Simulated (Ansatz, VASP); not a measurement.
Ge: VASP beside Ansatz

```
CELL_PARAMETERS angstrom
-2.47595 2.47595 1.40678
2.47595 -2.47595 1.40678
2.47595 2.47595 -1.40678
ATOMIC_POSITIONS crystal
Ge 0.25000 0.75000 0.50000
Ge 0.50000 0.50000 0.00000
```

Alike in both runs: functional PBE; k mesh 8 × 8 × 8; occupations gaussian, width 0.1 eV; no spin polarisation.

Ansatz relaxed the structure, and its values are those at the end. VASP's run is a single point on that final structure, the one shown.

```csv
,VASP,Ansatz
version,VASP 6.6.1,Ansatz 0.2.0
potentials or method,"VASP PAW PBE potentials, release 64 (Ge_d)","scalar-relativistic, plane waves, PAW"
plane-wave cutoff (eV),520,420
valence electrons in the cell,28,28
```

```csv
,VASP,Ansatz,Ansatz less VASP
gap on the k mesh at the Fermi level (eV),none,none,-
pressure (GPa),10.2,9.8,-0.43
```

A gap of «none» marks a metal or a gap that the smearing closes. The functional is the same, so the differences come from potentials, cutoffs and numerics.
